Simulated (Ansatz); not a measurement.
# AlNi (Pm-3m), symmetry broken, then relaxed

The calculation used DFT PBE, scalar-relativistic, plane waves, PAW (Ansatz 0.2.0). The runs took a 420 eV cutoff, a Γ-centred 12×12×12 mesh and Gaussian smearing (0.15 eV). No spin polarisation. A magnetic state may lie lower. Energies are free energies at this smearing, counted from the undisturbed cell; pressure is positive in compression.

The starting cell (relaxed at this level; it needn't be the usual structure):

```xyz
2
Lattice="2.8931 0.0000 0.0000 0.0000 2.8931 0.0000 0.0000 0.0000 2.8931" Properties=species:S:1:pos:R:3 pbc="T T T"
Al    0.0000    0.0000    0.0000
Ni    1.4465    1.4465    1.4465
```

The atoms are displaced (Å, in the unstrained cell):

```tsv
atom	ux	uy	uz
Al1	0.004	0.019	0.029
Ni2	-0.004	-0.019	-0.029
```

Cell and atoms are then relaxed.

**Question.** Does the relaxation return to the undisturbed structure?

**Answer.** Yes (up to a choice of domain or origin): same space group and volume, and an energy 0.0 meV/atom from it. The disturbance itself cost 7.0 meV/atom. The final space group reads Pm-3m (tolerance 0.05 Å) and the volume changes by 0.04 %.

Final structure:

```yaml
crystal:
  lattice:
    - [2.89291, 0.00001, 0.00002]
    - [0.00001, 2.89336, 0.00008]
    - [0.00002, 0.00008, 2.89403]
  atoms:
    - { symbol: Al, position: [0.00000, 0.00000, 0.00001] }
    - { symbol: Ni, position: [0.50000, 0.50000, 0.49999] }
```

The relaxation, step by step (energy from the first step; small jumps at an unchanged geometry come where the plane waves are selected anew for the new cell):

| step | ΔE (meV/atom) | largest force component (eV/Å) | pressure (GPa) |
| --- | --- | --- | --- |
| 1 | 0.0 | 0.334 | 0.37 |
| 2 | -3.7 | 0.231 | 0.25 |
| 3 | -6.8 | 0.000 | -0.81 |
| 4 | -7.0 | 0.012 | 0.55 |
| 5 | -7.0 | 0.000 | 0.00 |
| 6 | -7.0 | 0.000 | -0.01 |

Frames along the relaxation (Å, eV/Å):

```xyz
2
Lattice="2.893 0.000 0.000 0.000 2.893 0.000 0.000 0.000 2.893" Properties=species:S:1:pos:R:3:forces:R:3 pbc="T T T" step=1
Al    0.004    0.019    0.029   -0.052   -0.215   -0.334
Ni    1.442    1.428    1.417    0.052    0.215    0.334
2
Lattice="2.893 0.000 0.000 0.000 2.893 -0.001 0.000 -0.001 2.892" Properties=species:S:1:pos:R:3:forces:R:3 pbc="T T T" step=2
Al    0.003    0.013    0.020   -0.036   -0.149   -0.231
Ni    1.443    1.433    1.425    0.036    0.149    0.231
2
Lattice="2.897 0.000 0.000 0.000 2.898 0.000 0.000 0.000 2.899" Properties=species:S:1:pos:R:3:forces:R:3 pbc="T T T" step=3
Al    0.000    0.000    0.000    0.000    0.000    0.000
Ni    1.449    1.449    1.450    0.000    0.000    0.000
2
Lattice="2.889 0.000 0.000 0.000 2.890 0.000 0.000 0.000 2.891" Properties=species:S:1:pos:R:3:forces:R:3 pbc="T T T" step=4
Al    0.000   -0.001   -0.001    0.002    0.007    0.012
Ni    1.445    1.446    1.446   -0.002   -0.007   -0.012
2
Lattice="2.893 0.000 0.000 0.000 2.893 0.000 0.000 0.000 2.894" Properties=species:S:1:pos:R:3:forces:R:3 pbc="T T T" step=5
Al    0.000    0.000    0.000    0.000    0.000    0.000
Ni    1.446    1.447    1.447    0.000    0.000    0.000
2
Lattice="2.893 0.000 0.000 0.000 2.893 0.000 0.000 0.000 2.894" Properties=species:S:1:pos:R:3:forces:R:3 pbc="T T T" step=6
Al    0.000    0.000    0.000    0.000    0.000    0.000
Ni    1.446    1.447    1.447    0.000    0.000    0.000
```

Cost: 3 runs of about 2.9 core-minutes in all, on Arm Neoverse V2 (shared hosts).